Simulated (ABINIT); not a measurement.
# A GW chain in ABINIT: BP (F-43m)

Aim: the G0W0 gap of BP (F-43m) on LDA, step by step.

Method: LDA and many-body steps on it, plane waves, in ABINIT 10.8.3.

## 1. Set-up

It takes space group F-43m (No. 216, cubic). The conventional cell has a = 4.538 Å, b = 4.538 Å, c = 4.538 Å, α = 90.00°, β = 90.00°, γ = 90.00°. Nearest to B lie 4 P at 1.97 Å. Nearest to P lie 4 B at 1.97 Å. Farther neighbours are not listed.

The cell and positions come from the Crystallography Open Database and are kept as given unless a step says otherwise.

## 2. Ground state

This step: ABINIT 10.8.3; DFT, LDA, plane waves, norm-conserving pseudopotentials.

The ground-state density comes first.

Input file run.abi:

```
acell 3*1.0 Angstrom
rprim 
  0.000000000000 2.269000000000 2.269000000000
  2.269000000000 0.000000000000 2.269000000000
  2.269000000000 2.269000000000 0.000000000000
ntypat 2
znucl 5 15
natom 2
typat 1 2
xred 
  0.000000000000 0.000000000000 0.000000000000
  0.250000000000 0.250000000000 0.250000000000
pp_dirpath "pseudos"
pseudos "B.upf, P.upf"
ecut 34
ngkpt 8 8 8
nshiftk 1
shiftk 0 0 0
kptopt 1
chksymbreak 0
nband 9
occopt 1
tolvrs 1e-10
nstep 60
prtwf 0
indata_prefix "in"
outdata_prefix "out"
tmpdata_prefix "tmp"
```

Launch:

```
> OMP_NUM_THREADS=1 mpirun -n 4 abinit run.abi > log
```

Numbers of over 12 decimals in the logs are rounded to 6 here.

Output:

```text
.Version 10.8.3 of ABINIT. v10.8.2 released Aug 2026.

 Symmetries : space group F-4 3 m (#216); Bravais cF (face-center cubic)
================================================================================
 Values of the parameters that define the memory need of the present run
     intxc =       0    ionmov =       0      iscf =       7    lmnmax =       6
     lnmax =       6     mgfft =      32  mpssoang =       3    mqgrid =    3001
     natom =       2  nloc_mem =       1    nspden =       1   nspinor =       1
    nsppol =       1      nsym =      24    n1xccc =    2501    ntypat =       2
    occopt =       1   xclevel =       1
-    mband =           9        mffmem =           1         mkmem =           8
       mpw =        1506          nfft =       32768          nkpt =          29
================================================================================
  Rough estimation (10% accuracy) of disk space for files :
================================================================================

--------------------------------------------------------------------------------
------------- Echo of variables that govern the present computation ------------
--------------------------------------------------------------------------------
 -outvars: echo values of preprocessed input variables --------
            acell      1.8897261259E+00  1.8897261259E+00  1.8897261259E+00 Bohr

      chksymbreak           0
             ecut      3.40000000E+01 Hartree
-          fftalg         312

              ixc       -1012
              kpt      0.00000000E+00  0.00000000E+00  0.00000000E+00
                       1.25000000E-01  0.00000000E+00  0.00000000E+00
                       2.50000000E-01  0.00000000E+00  0.00000000E+00
                       3.75000000E-01  0.00000000E+00  0.00000000E+00
                       5.00000000E-01  0.00000000E+00  0.00000000E+00
                       1.25000000E-01  1.25000000E-01  0.00000000E+00
                       2.50000000E-01  1.25000000E-01  0.00000000E+00
                       3.75000000E-01  1.25000000E-01  0.00000000E+00
                       5.00000000E-01  1.25000000E-01  0.00000000E+00
   [... 18 further rows ...]
                      -3.75000000E-01  5.00000000E-01  1.25000000E-01
                      -2.50000000E-01  5.00000000E-01  2.50000000E-01
         kptrlatt        8    0    0      0    8    0      0    0    8
          kptrlen      4.85107901E+01
P           mkmem           8
            natom           2
            nband           9
            ngfft          32      32      32
             nkpt          29
            nstep          60
             nsym          24
           ntypat           2
              occ      2.000000  2.000000  2.000000  2.000000  0.000000  0.000000
[...]
prtwf           0
            rprim      0.0000000000E+00  2.2690000000E+00  2.2690000000E+00
[...]
spgroup         216

           tolvrs      1.00000000E-10

             xred      0.0000000000E+00  0.0000000000E+00  0.0000000000E+00
[...]
znucl        5.00000   15.00000

================================================================================

 chkinp: Checking input parameters for consistency.

================================================================================
== DATASET  1 ==================================================================
-   mpi_nproc: 4, omp_nthreads: 1 (-1 if OMP is not activated)

--- !DatasetInfo
iteration_state: {dtset: 1, }
dimensions: {natom: 2, nkpt: 29, mband: 9, nsppol: 1, nspinor: 1, nspden: 1, mpw: 1506, }
cutoff_energies: {ecut:  34.0, pawecutdg:  -1.0, }
electrons: {nelect:   8.00000000E+00, charge:   0.00000000E+00, occopt:   1.00000000E+00, tsmear:   1.00000000E-02, }

 Real(R)+Recip(G) space primitive vectors, cartesian coordinates (Bohr,Bohr^-1):
 R(1)=  0.0000000  4.2877886  4.2877886  G(1)= -0.1166102  0.1166102  0.1166102
 R(2)=  4.2877886  0.0000000  4.2877886  G(2)=  0.1166102 -0.1166102  0.1166102
 R(3)=  4.2877886  4.2877886  0.0000000  G(3)=  0.1166102  0.1166102 -0.1166102
 Unit cell volume ucvol=  1.5766311E+02 bohr^3
 Angles (23,13,12)=  6.00000000E+01  6.00000000E+01  6.00000000E+01 degrees

 getcut: wavevector=  0.0000  0.0000  0.0000  ngfft=  32  32  32
         ecut(hartree)=     34.000   => boxcut(ratio)=   2.01047

--- Pseudopotential description ------------------------------------------------
- B Generated using ONCVPSP code by D. R. Hamann
-  5.00000   3.00000  180309                  znucl, zion, pspdat
12 -1012 1 -1 1498                            pspcod,pspxc,lmax,lloc,mmax
     nproj     2     2     0
  pspatm : epsatm=    3.19369156
         --- l  ekb(1:nproj) -->
[...]
pspatm: atomic psp has been read  and splines computed

- P Generated using ONCVPSP code by D. R. Hamann
- 15.00000   5.00000  180309                  znucl, zion, pspdat
12 -1012 2 -1 1298                            pspcod,pspxc,lmax,lloc,mmax
     nproj     2     2     2
  pspatm : epsatm=    7.03163270
         --- l  ekb(1:nproj) -->
[...]
2   -3.024864   -0.802189
 pspatm: atomic psp has been read  and splines computed

   8.18025940E+01                                ecore*ucvol(ha*bohr**3)
--------------------------------------------------------------------------------

_setup2: Arith. and geom. avg. npw (full set) are    1493.475    1493.449

================================================================================

--- !BeginCycle
iteration_state: {dtset: 1, }
solver: {iscf: 7, nstep: 60, nline: 4, wfoptalg: 0, }
tolerances: {tolvrs: 1.00E-10, }

     iter   Etot(hartree)      deltaE(h)  residm     vres2
 ETOT  1  -9.915056    -9.915E+00 5.083E-02 1.109E+02
 ETOT  2  -9.939581    -2.452E-02 4.560E-03 2.318E+01
 ETOT  3  -9.945288    -5.707E-03 1.347E-02 2.185E-01
 ETOT  4  -9.945333    -4.526E-05 7.401E-03 9.600E-04
 ETOT  5  -9.945333    -7.213E-08 2.933E-03 1.073E-05
 ETOT  6  -9.945333    -1.420E-09 3.814E-04 2.248E-07
 ETOT  7  -9.945333    -3.630E-11 1.226E-04 2.352E-09
 ETOT  8  -9.945333    -2.238E-13 4.714E-05 5.082E-11

 At SCF step    8       vres2   =  5.08E-11 < tolvrs=  1.00E-10 =>converged.

 Cartesian components of stress tensor (hartree/bohr^3)
  sigma(1 1)=  1.93282974E-04  sigma(3 2)=  0.00000000E+00
  sigma(2 2)=  1.93282974E-04  sigma(3 1)=  0.00000000E+00
  sigma(3 3)=  1.93282974E-04  sigma(2 1)=  0.00000000E+00

--- !ResultsGS
iteration_state: {dtset: 1, }
comment   : Summary of ground state results
lattice_vectors:
- [  0.0000000,   4.2877886,   4.2877886, ]
- [  4.2877886,   0.0000000,   4.2877886, ]
- [  4.2877886,   4.2877886,   0.0000000, ]
lattice_lengths: [   6.06385,    6.06385,    6.06385, ]
lattice_angles: [ 60.000,  60.000,  60.000, ] # degrees, (23, 13, 12)
lattice_volume:   1.5766311E+02
convergence: {deltae: -2.238E-13, res2:  5.082E-11, residm:  4.714E-05, diffor: null, }
etotal    :  -9.94533338E+00
entropy   :   0.00000000E+00
fermie    :   2.66764467E-01
cartesian_stress_tensor: # hartree/bohr^3
- [  1.93282974E-04,   0.00000000E+00,   0.00000000E+00, ]
- [  0.00000000E+00,   1.93282974E-04,   0.00000000E+00, ]
- [  0.00000000E+00,   0.00000000E+00,   1.93282974E-04, ]
pressure_GPa:  -5.6866E+00
xred      :
- [  0.0000E+00,   0.0000E+00,   0.0000E+00,  B]
- [  2.5000E-01,   2.5000E-01,   2.5000E-01,  P]
cartesian_forces: # hartree/bohr
- [ -0.00000000E+00,  -0.00000000E+00,  -0.00000000E+00, ]
- [ -0.00000000E+00,  -0.00000000E+00,  -0.00000000E+00, ]
force_length_stats: {min:   0.00000000E+00, max:   0.00000000E+00, mean:   0.00000000E+00, }

 Integrated electronic density in atomic spheres:
 ------------------------------------------------
 Atom  Sphere_radius  Integrated_density
    1        2.00000          2.69856628
    2        2.00000          2.92877689
================================================================================

 ----iterations are completed or convergence reached----

 Mean square residual over all n,k,spin=   33.024E-08; max=  47.139E-06
 reduced coordinates (array xred) for    2 atoms
       0.000000000000      0.000000000000      0.000000000000
       0.250000000000      0.250000000000      0.250000000000
 rms dE/dt=  0.0000E+00; max dE/dt=  0.0000E+00; dE/dt below (all hartree)
    1       0.000000000000      0.000000000000      0.000000000000
    2       0.000000000000      0.000000000000      0.000000000000

 cartesian coordinates (angstrom) at end:
    1      0.000000     0.000000     0.000000
    2      1.134500     1.134500     1.134500

 cartesian forces (hartree/bohr) at end:
    1     -0.000000    -0.000000    -0.000000
    2     -0.000000    -0.000000    -0.000000
 frms,max,avg= 0.0000000E+00 0.0000000E+00   0.000E+00  0.000E+00  0.000E+00 h/b

 cartesian forces (eV/Angstrom) at end:
    1     -0.000000    -0.000000    -0.000000
    2     -0.000000    -0.000000    -0.000000
 frms,max,avg= 0.0000000E+00 0.0000000E+00   0.000E+00  0.000E+00  0.000E+00 e/A
 length scales=  1.889726125908  1.889726125908  1.889726125908 bohr
              =  1.000000000000  1.000000000000  1.000000000000 angstroms
 prteigrs : about to open file out_EIG
 Fermi (or HOMO) energy (hartree) =   0.26676   Average Vxc (hartree)=  -0.40614
 Eigenvalues (hartree) for nkpt=  29  k points:
 kpt#   1, nband=  9, wtk=  0.00195, kpt=  0.0000  0.0000  0.0000 (reduced coord)
  -0.29912    0.26676    0.26676    0.26676    0.39121    0.39121    0.39121    0.53650
   0.68093
 prteigrs : prtvol=0 or 1, do not print more k-points.

--- !EnergyTerms
iteration_state     : {dtset: 1, }
comment             : Components of total free energy in Hartree
kinetic             :  4.66327709358637E+00
hartree             :  6.28233186811952E-01
xc                  : -3.32048385479749E+00
Ewald energy        : -1.04916197636976E+01
psp_core            :  5.18844228886739E-01
local_psp           : -3.01821889928580E+00
non_local_psp       :  1.07463463149545E+00
total_energy        : -9.94533337700038E+00
total_energy_eV     : -2.70626307866604E+02
band_energy         :  2.34280599719305E-01

 Cartesian components of stress tensor (hartree/bohr^3)
  sigma(1 1)=  1.93282974E-04  sigma(3 2)=  0.00000000E+00
  sigma(2 2)=  1.93282974E-04  sigma(3 1)=  0.00000000E+00
  sigma(3 3)=  1.93282974E-04  sigma(2 1)=  0.00000000E+00

-Cartesian components of stress tensor (GPa)         [Pressure= -5.6866E+00 GPa]
- sigma(1 1)=  5.68658142E+00  sigma(3 2)=  0.00000000E+00
- sigma(2 2)=  5.68658142E+00  sigma(3 1)=  0.00000000E+00
- sigma(3 3)=  5.68658142E+00  sigma(2 1)=  0.00000000E+00

== END DATASET(S) ==============================================================
================================================================================

 -outvars: echo values of variables after computation  --------
           etotal     -9.9453333770E+00
            nband           9
             nkpt          29
          spgroup         216
 [... the other variables as echoed above ...]

 Calculation completed.
```

The job ended after 3.3 s (4 MPI ranks of Arm Neoverse V2, shared host; peak memory 0.25 GiB; 13 s of CPU time).

This step gave:

```
total energy               : -270.6263 eV
gap                        : 1.229 eV
k of the valence top       : 0, 0, 0
k of the conduction bottom : 0.375, 0.375, 0
least direct gap           : 3.386 eV
pressure                   : -5.687 GPa
```

The gap is indirect, with the least direct gap 2.16 eV higher.

The cutoff was set for levels, not for stress, so the pressure can be off by some GPa.

[end of part 1 of 3]

[Paths, hosts, dates, memory and timing lines, banners, echoed tables and standing remarks are left out of the program output.]

[Logs are printed without paths, hosts, clocks, repeated set-up lines and the standing remarks that a program may print on its own settings, such as how far it seeks lower states.]

[Runs of the session that timed out or met a known fault of the program may be left out.]

[Hosts, paths, dates, database ids (printed as entryN), source tags and the programs' standing remarks are cut or masked in the printed files.]

[G0W0 gaps are taken among the corrected bands and points alone; a level outside them can change the order at an edge.]

[Where Ansatz stands beside ABINIT at settings called matched, ABINIT's density can come from a denser mesh and the files from another edition; pairs whose starting gaps differed by over 0.03 eV were left out, so agreement reads better than it is.]
